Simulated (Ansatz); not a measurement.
# PbTe (Fm-3m): G0W0 against its settings

PbTe (started from an entry of an open crystallographic database), relaxed with r2SCAN; one-shot G0W0 in Ansatz without spin-orbit coupling. No spin polarisation and no zero-point or thermal motion.

```
Te Pb
1.0
     0.00000    3.26786    3.26786
     3.26786    0.00000    3.26786
     3.26786    3.26786    0.00000
Te Pb
1 1
Direct
  0.50000 0.50000 0.50000
  0.00000 0.00000 0.00000
```

Gaps are read over the mesh points alone. G0W0 here is at a finite number of bands, screening cutoff and k mesh, not at the basis limit.
```tsv
start	potentials	frequency model	mesh	empty bands	screening cutoff (eV)	Kohn-Sham gap (eV)	G0W0 gap (eV)
PBE	PAW	contour deformation	4×4×4	158	100	0.80	1.00
PBE	PAW	contour deformation	4×4×4	382	180	0.80	1.09
PBE	PAW	contour deformation	4×4×4	742	260	0.80	1.13
HSE06	PAW	contour deformation	4×4×4	382	180	1.20	1.26
r2SCAN	PAW	contour deformation	4×4×4	382	180	1.09	1.22
PBE0	PAW	contour deformation	4×4×4	382	180	1.79	1.40
PBE	PAW	Godby-Needs pole	4×4×4	382	180	0.80	1.04
PBE	PAW	contour deformation	6×6×6	113	80	0.80	0.99
PBE	norm-conserving	contour deformation	4×4×4	382	180	0.80	1.04
```

G0W0 moves the gap on the mesh from 0.80 eV (PBE) to 1.13 eV (direct at L). Renormalisation factors Z lie between 0.67 and 0.77.

Raising bands and cutoff together moves the gap by +0.09 eV (100 to 180 eV), then +0.04 eV (180 to 260 eV); the last step is still large, so the basis limit isn't reached. Starting from HSE06 (1.20 eV against PBE's 0.80 eV) gives 1.26 eV, +0.17 eV from G0W0@PBE at the same screening cutoff. Starting from r2SCAN (1.09 eV against PBE's 0.80 eV) gives 1.22 eV, +0.13 eV from G0W0@PBE at the same screening cutoff. Starting from PBE0 (1.79 eV against PBE's 0.80 eV) gives 1.40 eV, +0.31 eV from G0W0@PBE at the same screening cutoff. The Godby-Needs plasmon pole differs from contour deformation by -0.05 eV. Norm-conserving potentials (wave cutoff 1120 eV against 420 eV) shift the quasiparticle gap by -0.05 eV and the PBE gap by 0.00 eV. On these meshes the dielectric constant comes out too large, which adds an error that these runs don't bound. r2SCAN runs take a wave cutoff of 500 eV.

The program warns that the k mesh is coarse for exact exchange in some of these runs, so their gaps aren't converged.
